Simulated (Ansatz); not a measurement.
Born–Oppenheimer molecular dynamics of a periodic cell of 39 atoms, Li7Nb8O24 (host LiNbO3, host structure R3c, one Li atom removed), cell charge -1. It starts from an unrelaxed structure (largest force component 1.48 eV/Å).

These are results of DFT PBEsol, scalar-relativistic, plane waves, PAW (Ansatz), not measurements. Settings: accuracy low, cutoff 420 eV, k mesh 2x2x2, fermi-dirac smearing 0.05 eV, no spin polarisation.

```json
{
 "ensemble": "NVT, Langevin thermostat",
 "time step": "1 fs",
 "steps asked": "400",
 "set temperature": "900 K",
 "friction": "0.02 /fs",
 "seed": "696934"
}
```

Frames 2 fs apart, positions in Å, forces in eV/Å.

Velocities at 370 fs (Å/ps):

```
Li -6.70 8.32 -4.96
Li 13.27 -7.43 -16.18
Nb -3.05 -1.99 0.62
Nb 0.21 0.19 2.13
O -5.25 -8.10 15.05
O -1.48 6.80 1.15
O 7.15 -4.49 -2.09
O 13.26 5.66 8.81
O -7.57 -7.09 -17.48
O 1.00 -1.24 5.00
Li 27.90 5.80 -8.93
Li 0.37 9.22 -7.28
Nb 2.28 4.77 -1.33
Nb 1.20 -1.26 0.39
O -4.60 -3.90 -2.29
O 11.05 -0.74 -3.73
O -6.61 1.28 4.13
O 0.89 5.96 3.92
O -0.40 0.54 3.70
O -14.42 -6.13 0.05
Li 0.88 -7.69 -8.67
Nb 1.46 0.84 0.35
Nb -4.80 -1.32 -1.77
O -5.80 -2.23 5.37
O 4.30 -8.06 1.29
O -0.70 -1.59 8.57
O 7.92 -13.11 0.14
O -0.25 1.92 8.98
O -1.26 12.67 -5.26
Li 10.76 -7.54 -0.02
Li -1.27 2.43 -6.63
Nb -0.36 -4.59 -1.23
Nb -0.34 -1.15 -0.33
O 7.47 5.54 -4.61
O 0.47 2.80 -4.46
O -1.26 -8.68 -8.26
O 3.85 -4.68 6.89
O 11.53 0.48 -8.54
O -8.27 11.87 6.02
```

```xyz
39
Lattice="-5.2028 -3.0038 4.6691 5.2028 -3.0038 4.6691 0.0000 6.0077 4.6691" Properties=species:S:1:pos:R:3:forces:R:3 time_fs=370 energy_less_start_eV=3.923 T=785
Li -0.001 -0.043 3.686 -0.06 -0.17 0.11
Li 0.145 -0.205 10.538 -0.29 0.21 0.34
Nb -0.107 -0.279 -0.099 -0.73 1.81 -1.43
Nb 0.264 -0.429 6.631 -3.50 -0.10 0.50
O -0.335 -1.899 5.462 0.06 1.40 0.70
O 1.737 0.032 5.461 0.65 -1.49 0.55
O -0.729 0.808 5.324 -0.52 0.40 1.42
O -1.519 -0.694 7.653 1.48 0.11 0.53
O 0.969 1.249 7.771 -1.70 -0.50 -0.38
O 1.088 -1.667 8.010 -0.12 0.43 -0.73
Li 0.262 -3.364 8.751 -0.12 -0.19 -0.19
Li 0.143 2.793 5.938 -0.14 -0.36 -0.11
Nb 0.028 -3.346 4.136 2.10 -0.14 0.82
Nb 0.237 2.820 2.441 0.33 -1.03 0.06
O 4.622 -1.846 5.687 0.87 0.41 -0.75
O -3.437 0.004 5.807 -0.43 -0.36 -1.15
O -0.803 -1.928 10.263 1.47 -0.96 1.10
O 3.803 -0.732 7.891 -0.68 1.33 0.40
O -4.405 1.331 7.988 -0.99 -0.60 -0.10
O 1.182 1.476 3.355 -0.17 0.21 -0.43
Li 2.415 -1.856 4.732 0.58 -0.11 0.33
Nb -2.643 1.290 4.597 1.52 0.68 1.02
Nb 2.756 -1.596 1.885 -0.10 -2.44 1.48
O 2.359 2.633 5.725 -0.82 0.56 -0.47
O -0.861 1.534 10.199 0.43 -0.38 -0.72
O -3.507 -3.553 5.455 0.21 0.43 0.88
O 1.278 -1.927 3.315 -0.86 -0.08 -1.19
O -1.791 -3.227 7.848 -0.12 -0.78 0.01
O 3.713 3.051 7.878 1.20 -0.31 0.74
Li 2.754 1.187 7.264 0.19 0.51 0.38
Li -2.533 -1.915 6.095 0.26 1.05 0.03
Nb 2.950 1.161 4.485 -0.63 2.88 -2.68
Nb -2.612 -1.466 2.168 -2.30 -0.96 -0.71
O 1.959 -0.217 10.200 0.76 -0.35 0.21
O -1.051 4.437 5.543 0.72 -0.46 0.03
O 1.674 -3.472 5.420 1.24 -0.79 1.97
O 1.178 -4.979 8.111 0.01 0.06 -1.43
O -2.034 -0.347 3.470 0.85 0.39 -0.75
O -1.294 3.119 7.653 -0.65 -0.33 -0.38
39
Lattice="-5.2028 -3.0038 4.6691 5.2028 -3.0038 4.6691 0.0000 6.0077 4.6691" Properties=species:S:1:pos:R:3:forces:R:3 time_fs=372 energy_less_start_eV=3.945 T=886
Li -0.015 -0.022 3.675 -0.08 -0.21 0.15
Li 0.173 -0.219 10.513 -0.45 0.25 0.33
Nb -0.114 -0.283 -0.097 -0.68 2.13 -1.77
Nb 0.262 -0.429 6.634 -3.46 0.12 0.52
O -0.342 -1.913 5.493 0.09 1.17 0.32
O 1.737 0.046 5.463 0.66 -1.68 0.52
O -0.710 0.801 5.324 -0.77 0.47 1.29
O -1.490 -0.686 7.667 1.21 0.10 0.48
O 0.949 1.237 7.734 -1.60 -0.24 -0.02
O 1.095 -1.672 8.018 0.01 0.35 -0.63
Li 0.313 -3.353 8.735 -0.28 -0.24 -0.15
Li 0.148 2.814 5.921 -0.10 -0.46 -0.09
Nb 0.033 -3.338 4.133 1.86 -0.38 0.94
Nb 0.240 2.817 2.441 0.19 -0.93 -0.02
O 4.611 -1.853 5.680 0.92 0.47 -0.60
O -3.417 0.002 5.799 -0.61 -0.42 -0.97
O -0.818 -1.928 10.270 1.67 -0.95 1.21
O 3.805 -0.718 7.895 -0.65 1.30 0.36
O -4.407 1.326 7.997 -0.92 -0.67 -0.18
O 1.154 1.463 3.352 0.18 0.28 -0.47
Li 2.415 -1.875 4.718 0.69 -0.04 0.41
Nb -2.639 1.292 4.599 1.71 0.61 0.83
Nb 2.745 -1.600 1.881 0.68 -2.79 1.42
O 2.343 2.627 5.735 -0.80 0.78 -0.52
O -0.848 1.517 10.201 0.23 -0.23 -0.74
O -3.505 -3.557 5.470 -0.16 0.72 0.58
O 1.296 -1.953 3.313 -1.20 0.04 -1.14
O -1.792 -3.227 7.872 -0.17 -0.87 -0.26
O 3.709 3.078 7.869 1.44 -0.59 1.04
Li 2.773 1.172 7.264 0.05 0.53 0.35
Li -2.535 -1.907 6.077 0.30 1.01 0.02
Nb 2.949 1.152 4.481 -0.62 2.87 -2.49
Nb -2.613 -1.470 2.169 -2.31 -0.93 -0.58
O 1.977 -0.208 10.191 0.74 -0.39 0.27
O -1.048 4.441 5.534 0.55 -0.70 0.21
O 1.675 -3.486 5.408 1.18 -0.74 1.92
O 1.190 -4.992 8.128 0.12 0.22 -1.56
O -2.009 -0.345 3.453 0.71 0.54 -0.68
O -1.309 3.144 7.665 -0.34 -0.51 -0.29
39
Lattice="-5.2028 -3.0038 4.6691 5.2028 -3.0038 4.6691 0.0000 6.0077 4.6691" Properties=species:S:1:pos:R:3:forces:R:3 time_fs=374 energy_less_start_eV=3.979 T=902
Li -0.027 -0.005 3.669 -0.11 -0.26 0.18
Li 0.204 -0.237 10.492 -0.62 0.29 0.30
Nb -0.122 -0.284 -0.095 -0.56 2.41 -1.99
Nb 0.262 -0.429 6.636 -3.45 0.22 0.60
O -0.345 -1.924 5.526 0.13 0.90 -0.09
O 1.738 0.058 5.464 0.63 -1.88 0.52
O -0.689 0.793 5.328 -1.05 0.55 1.11
O -1.460 -0.680 7.682 0.93 0.08 0.43
O 0.919 1.228 7.699 -1.39 0.04 0.34
O 1.103 -1.679 8.025 0.19 0.29 -0.51
Li 0.357 -3.347 8.722 -0.41 -0.28 -0.12
Li 0.157 2.833 5.910 -0.07 -0.53 -0.09
Nb 0.038 -3.331 4.131 1.54 -0.57 1.07
Nb 0.244 2.814 2.441 -0.03 -0.86 -0.20
O 4.597 -1.853 5.672 0.97 0.50 -0.48
O -3.399 -0.002 5.792 -0.70 -0.43 -0.86
O -0.830 -1.928 10.278 1.77 -0.91 1.24
O 3.808 -0.700 7.900 -0.68 1.22 0.36
O -4.415 1.317 8.005 -0.79 -0.60 -0.20
O 1.127 1.449 3.346 0.54 0.27 -0.46
Li 2.417 -1.896 4.707 0.79 0.03 0.48
Nb -2.632 1.294 4.600 1.82 0.51 0.58
Nb 2.735 -1.606 1.878 1.38 -3.05 1.28
O 2.324 2.621 5.740 -0.74 1.02 -0.49
O -0.833 1.502 10.199 0.02 -0.12 -0.74
O -3.505 -3.563 5.482 -0.45 0.98 0.34
O 1.313 -1.982 3.308 -1.47 0.15 -1.04
O -1.791 -3.231 7.896 -0.23 -0.97 -0.53
O 3.712 3.103 7.865 1.54 -0.85 1.21
Li 2.788 1.159 7.271 -0.06 0.54 0.30
Li -2.538 -1.891 6.061 0.34 0.92 0.01
Nb 2.945 1.141 4.477 -0.46 2.93 -2.28
Nb -2.613 -1.475 2.171 -2.28 -0.85 -0.45
O 1.997 -0.202 10.181 0.73 -0.40 0.35
O -1.041 4.442 5.523 0.34 -0.95 0.42
O 1.682 -3.502 5.402 1.03 -0.64 1.76
O 1.200 -5.006 8.139 0.25 0.39 -1.66
O -1.976 -0.343 3.430 0.53 0.69 -0.58
O -1.324 3.173 7.676 0.07 -0.80 -0.12
39
Lattice="-5.2028 -3.0038 4.6691 5.2028 -3.0038 4.6691 0.0000 6.0077 4.6691" Properties=species:S:1:pos:R:3:forces:R:3 time_fs=376 energy_less_start_eV=4.000 T=943
Li -0.043 -0.004 3.665 -0.06 -0.25 0.20
Li 0.235 -0.260 10.471 -0.80 0.34 0.28
Nb -0.132 -0.282 -0.096 -0.31 2.61 -2.11
Nb 0.262 -0.430 6.638 -3.36 0.28 0.64
O -0.345 -1.933 5.559 0.14 0.67 -0.48
O 1.743 0.068 5.463 0.52 -2.07 0.59
O -0.668 0.789 5.335 -1.34 0.59 0.90
O -1.431 -0.676 7.703 0.67 0.10 0.32
O 0.884 1.226 7.666 -1.14 0.29 0.69
O 1.106 -1.686 8.034 0.42 0.28 -0.39
Li 0.394 -3.342 8.706 -0.53 -0.33 -0.06
Li 0.155 2.856 5.902 -0.02 -0.60 -0.08
Nb 0.042 -3.324 4.129 1.22 -0.81 1.20
Nb 0.247 2.810 2.441 -0.30 -0.75 -0.48
O 4.590 -1.851 5.663 0.97 0.50 -0.38
O -3.388 -0.007 5.784 -0.67 -0.39 -0.82
O -0.837 -1.928 10.287 1.67 -0.87 1.15
O 3.812 -0.678 7.904 -0.82 1.08 0.43
O -4.429 1.309 8.006 -0.61 -0.44 -0.12
O 1.101 1.435 3.334 0.94 0.15 -0.34
Li 2.429 -1.919 4.696 0.83 0.11 0.51
Nb -2.622 1.294 4.601 1.88 0.39 0.33
Nb 2.727 -1.614 1.874 1.97 -3.23 1.05
O 2.306 2.621 5.743 -0.66 1.16 -0.45
O -0.819 1.489 10.191 -0.17 -0.04 -0.68
O -3.499 -3.567 5.495 -0.77 1.26 0.07
O 1.327 -2.014 3.297 -1.65 0.31 -0.87
O -1.789 -3.234 7.917 -0.27 -1.08 -0.77
O 3.721 3.127 7.866 1.54 -1.06 1.29
Li 2.798 1.150 7.284 -0.12 0.54 0.23
Li -2.541 -1.865 6.046 0.35 0.78 0.00
Nb 2.942 1.130 4.471 -0.19 2.99 -1.93
Nb -2.613 -1.481 2.171 -2.26 -0.75 -0.31
O 2.014 -0.195 10.167 0.76 -0.43 0.41
O -1.032 4.443 5.518 0.18 -1.13 0.57
O 1.693 -3.520 5.396 0.85 -0.50 1.58
O 1.204 -5.017 8.145 0.41 0.54 -1.74
O -1.940 -0.336 3.402 0.28 0.83 -0.46
O -1.341 3.200 7.692 0.44 -1.09 0.03
39
Lattice="-5.2028 -3.0038 4.6691 5.2028 -3.0038 4.6691 0.0000 6.0077 4.6691" Properties=species:S:1:pos:R:3:forces:R:3 time_fs=378 energy_less_start_eV=4.013 T=930
Li -0.060 -0.003 3.653 0.02 -0.25 0.24
Li 0.267 -0.286 10.453 -0.96 0.36 0.26
Nb -0.143 -0.279 -0.097 -0.05 2.59 -2.06
Nb 0.260 -0.429 6.640 -3.15 0.23 0.72
O -0.339 -1.940 5.598 0.10 0.36 -0.91
O 1.752 0.072 5.471 0.53 -2.05 0.50
O -0.654 0.781 5.347 -1.57 0.69 0.60
O -1.400 -0.672 7.722 0.30 0.09 0.34
O 0.850 1.223 7.636 -0.88 0.64 1.08
O 1.111 -1.695 8.042 0.64 0.31 -0.27
Li 0.433 -3.340 8.693 -0.65 -0.36 0.01
Li 0.152 2.870 5.883 0.02 -0.65 -0.05
Nb 0.045 -3.319 4.128 0.94 -1.00 1.25
Nb 0.250 2.806 2.443 -0.67 -0.51 -0.90
O 4.585 -1.846 5.653 0.96 0.47 -0.27
O -3.382 -0.009 5.771 -0.63 -0.39 -0.72
O -0.839 -1.932 10.300 1.39 -0.78 0.90
O 3.811 -0.653 7.905 -0.90 0.91 0.52
O -4.445 1.305 8.003 -0.41 -0.23 0.02
O 1.077 1.425 3.316 1.37 -0.12 -0.06
Li 2.444 -1.948 4.693 0.81 0.20 0.48
Nb -2.613 1.295 4.603 1.87 0.32 0.00
Nb 2.721 -1.625 1.870 2.40 -3.32 0.88
O 2.294 2.628 5.749 -0.60 1.17 -0.48
O -0.806 1.479 10.179 -0.29 0.00 -0.60
O -3.490 -3.571 5.509 -1.12 1.58 -0.23
O 1.335 -2.043 3.285 -1.69 0.45 -0.64
O -1.787 -3.234 7.938 -0.28 -1.22 -0.99
O 3.732 3.146 7.870 1.47 -1.21 1.33
Li 2.807 1.147 7.303 -0.18 0.51 0.14
Li -2.541 -1.832 6.032 0.37 0.62 -0.02
Nb 2.940 1.120 4.464 0.14 2.97 -1.43
Nb -2.617 -1.487 2.172 -2.15 -0.59 -0.17
O 2.032 -0.186 10.155 0.78 -0.49 0.48
O -1.023 4.436 5.517 0.14 -1.11 0.60
O 1.704 -3.538 5.391 0.67 -0.35 1.38
O 1.208 -5.023 8.149 0.49 0.61 -1.75
O -1.903 -0.330 3.375 -0.01 0.91 -0.39
O -1.358 3.222 7.710 0.77 -1.37 0.20
```

Of the whole run (400 fs, mean temperature of the second half 860 K): A run of 0.4 ps of so small a system gives no equilibrium averages. Limits of this set-up: no spin, though dangling bonds at a vacancy may carry it, a small cell, in which the defect meets its images, low accuracy level, charged cell in a uniform background, uncorrected.

The run took 16 min on 4 threads of AMD EPYC 9R45 96-Core Processor (Zen 5), on a shared host, peak memory 2.3 GiB.
